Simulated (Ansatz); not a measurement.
# Ta: phonon entropy and phonon heat capacity against temperature

All results are calculated (Ansatz 0.2.0). Harmonic vibrational free energy, entropy and heat capacity at constant volume, per atom, from the force constants of a q mesh, imaginary modes left out; plane waves with PAW datasets, Gamma-centred k mesh.

Structure of every row (space group Im-3m, No. 229):
```
cell vectors (Å)
  -1.6498     1.6498     1.6498
   1.6498    -1.6498     1.6498
   1.6498     1.6498    -1.6498
atoms (fractions of the cell vectors)
Ta  0.00000  0.00000  0.00000
```

Settings of every row: functional PBE; dispersion none; spin none; wave cutoff 420 eV; k mesh 20x20x20; occupations fermi dirac; smearing width 0.15 eV; volume over rest 0.98; phonon method linear response; q mesh 2x2x2.

Limits: coarse q mesh; levels loosely converged; metal sensitive to the k mesh; no spin-orbit coupling, which can matter with elements this heavy.

| row | temperature (K) | phonon entropy (kB/atom) | phonon heat capacity (kB/atom) | phonon free energy (meV/atom) |
| --- | --- | --- | --- | --- |
| 1 | 200 | 3.51 | 2.796 | -5.2 |
| 2 | 300 | 4.669 | 2.907 | -40.7 |
| 3 | 400 | 5.511 | 2.947 | -84.7 |
| 4 | 500 | 6.171 | 2.966 | -135.2 |
| 5 | 600 | 6.713 | 2.976 | -190.7 |
| 6 | 700 | ? | ? | ? |
| 7 | 800 | 7.571 | 2.986 | -314.2 |
| 8 | 900 | 7.922 | 2.989 | -381 |
| 9 | 1000 | 8.238 | 2.991 | -450.6 |

Question: what phonon entropy and phonon heat capacity should row 6 give?

Worked fit of phonon entropy. Entropy rises as the heat capacity times the change of ln T, so take t = ln(T / 300 K). The shown rows have t = -0.4055, 0, 0.2877, 0.5108, 0.6931, 0.9808, 1.0986, 1.204. Least squares give phonon entropy = 4.6744 + 2.89988 × t + 0.05174 × t² kB/atom; a straight line predicts inner rows, each left out in turn, worse (root mean square 0.013 against 0.0042 kB/atom). The rows lie off it by 0.003, -0.005, -0.002, 0.002, 0.004, 0.003, -0.001, -0.003 (root mean square 0.0031 kB/atom), a smooth pattern that one more power would take up: the form is only approximate. The slope at t = 0, 2.9 kB/atom, estimates the heat capacity at 300 K. The withheld row has t = 0.8473, so the fit gives 4.6744 + 2.89988 × (0.8473) + 0.05174 × (0.8473)² = 7.169 kB/atom.

The calculation gave 7.172 kB/atom. The fit lies 0.003 kB/atom (0.063 % of the column's range) below it; its largest miss of a shown row is 0.005 kB/atom.

Worked fit of phonon heat capacity. At high temperature a harmonic heat capacity falls short of its limit by a term in 1/T², so take t = (100 K / T)². The shown rows have t = 0.25, 0.11111, 0.0625, 0.04, 0.02778, 0.01562, 0.01235, 0.01. Least squares give phonon heat capacity = 2.9994 − 0.8452 × t + 0.126 × t² kB/atom; a straight line predicts inner rows, each left out in turn, worse (root mean square 0.00074 against 0.00017 kB/atom). All shown rows lie on it to the printed digit. The constant, 2.9994 kB/atom, is to be held against the harmonic limit of 3 k_B an atom. The withheld row has t = 0.02041, so the fit gives 2.9994 − 0.8452 × (0.02041) + 0.126 × (0.02041)² = 2.982 kB/atom.

The calculation gave 2.982 kB/atom. The fit meets it to the printed digit.

The other values of row 6: phonon free energy -250.6 meV/atom.
